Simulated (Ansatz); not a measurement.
# Eigenvalues along a path: SiC (zincblende type)

```
Si C
1.0
     0.00000    1.78481    1.78481
     1.78481    0.00000    1.78481
     1.78481    1.78481    0.00000
Si C
1 1
Direct
  0.00000 0.00000 0.00000
  0.25000 0.25000 0.25000
```

The cell comes from a relaxation on PAW files under the same functional, begun from a prototype that needn't be the stable phase.

Computed with Ansatz 0.2.0; functional PBEsol, scalar-relativistic. Settings: a Γ-centred 15×15×15 k mesh, Fermi–Dirac smearing of 0.1 eV, no spin polarisation. Methods: LAPW: all electrons, basis error target 1 meV/atom.

This run: volume at 0.55 of the series' base cell.

The structure type is held throughout; the real material can change phase at far lower pressure.

Path points, in fractions of the reciprocal vectors: Γ (0.000, 0.000, 0.000), X (-0.500, -0.500, 0.000), U (-0.375, -0.375, 0.250), K (-0.375, 0.000, 0.375), L (0.000, 0.000, 0.500), W (-0.500, -0.250, 0.250). The distance column jumps between branches of the path. Levels in eV from the valence-band top; bands 6 to 11, counted from the lowest band of the run. The gap is 0.48 eV, the pressure 396.6 GPa.

```
# k(1/Å) point b6 b7 b8 b9 b10 b11
0.000 Γ -20.90 -0.06 -0.06 -0.06 12.81 12.81
0.220 - -20.74 -0.33 -0.31 -0.31 12.31 13.22
0.440 - -20.27 -1.05 -0.96 -0.96 11.09 12.36
0.660 - -19.49 -2.10 -1.78 -1.78 8.50 10.58
0.880 - -18.41 -3.42 -2.60 -2.60 5.61 9.40
1.100 - -17.05 -5.03 -3.31 -3.31 3.27 8.42
1.320 - -15.43 -6.95 -3.85 -3.85 1.66 7.69
1.540 - -13.63 -9.02 -4.19 -4.19 0.77 7.24
1.760 X -12.27 -10.48 -4.30 -4.30 0.48 7.09
1.838 - -12.26 -10.46 -4.46 -4.29 0.61 7.17
1.916 - -12.23 -10.40 -4.90 -4.24 0.92 7.43
1.994 - -12.18 -10.31 -5.50 -4.17 1.34 7.85
2.071 - -12.11 -10.18 -6.19 -4.07 1.79 8.43
2.149 - -12.04 -10.01 -6.91 -3.95 2.24 9.13
2.227 - -11.98 -9.80 -7.62 -3.79 2.68 9.93
2.305 - -11.95 -9.57 -8.26 -3.61 3.11 10.79
2.383 U -12.00 -9.32 -8.77 -3.41 3.53 11.65
3.460 K -12.00 -9.32 -8.77 -3.41 3.53 11.65
3.694 - -13.04 -9.27 -8.23 -2.68 4.85 13.70
3.927 - -14.84 -8.45 -6.96 -1.84 6.33 13.48
4.160 - -16.60 -7.16 -5.50 -1.02 8.01 12.43
4.394 - -18.11 -5.58 -3.95 -0.40 9.84 12.22
4.627 - -19.32 -3.83 -2.45 -0.07 11.57 12.89
4.861 - -20.19 -2.08 -1.19 0.00 12.25 13.29
5.094 - -20.72 -0.65 -0.35 -0.04 12.56 12.94
5.327 Γ -20.90 -0.06 -0.06 -0.06 12.81 12.81
5.518 - -20.78 -0.54 -0.11 -0.11 12.67 12.96
5.708 - -20.43 -1.81 -0.25 -0.25 12.42 13.26
5.899 - -19.84 -3.57 -0.44 -0.44 12.15 13.06
6.090 - -19.03 -5.57 -0.64 -0.64 11.91 12.22
6.280 - -18.00 -7.63 -0.83 -0.83 11.32 11.32
6.471 - -16.77 -9.64 -0.97 -0.97 10.61 10.61
6.661 - -15.41 -11.49 -1.06 -1.06 10.17 10.17
6.852 L -14.45 -12.62 -1.09 -1.09 10.02 10.02
7.007 - -14.39 -12.54 -1.40 -1.20 9.22 10.25
7.163 - -14.19 -12.30 -2.23 -1.56 8.01 10.75
7.318 - -13.87 -11.90 -3.36 -2.19 7.05 11.26
7.474 - -13.44 -11.36 -4.60 -3.08 6.45 11.77
7.630 - -12.91 -10.67 -5.82 -4.17 6.16 12.30
7.785 - -12.32 -9.85 -6.93 -5.35 6.09 12.81
7.941 - -11.78 -8.94 -7.76 -6.52 6.10 13.17
8.096 W -11.53 -8.41 -7.87 -7.39 6.12 13.28
8.206 - -11.57 -8.72 -7.51 -7.29 5.85 12.78
8.316 - -11.67 -9.16 -7.02 -6.94 5.17 11.73
8.426 - -11.81 -9.55 -6.60 -6.34 4.24 10.57
8.536 - -11.96 -9.88 -6.08 -5.74 3.23 9.47
8.646 - -12.09 -10.14 -5.50 -5.18 2.25 8.51
8.756 - -12.19 -10.33 -4.94 -4.72 1.37 7.75
8.866 - -12.25 -10.44 -4.48 -4.41 0.73 7.26
8.976 X -12.27 -10.48 -4.30 -4.30 0.48 7.09
```
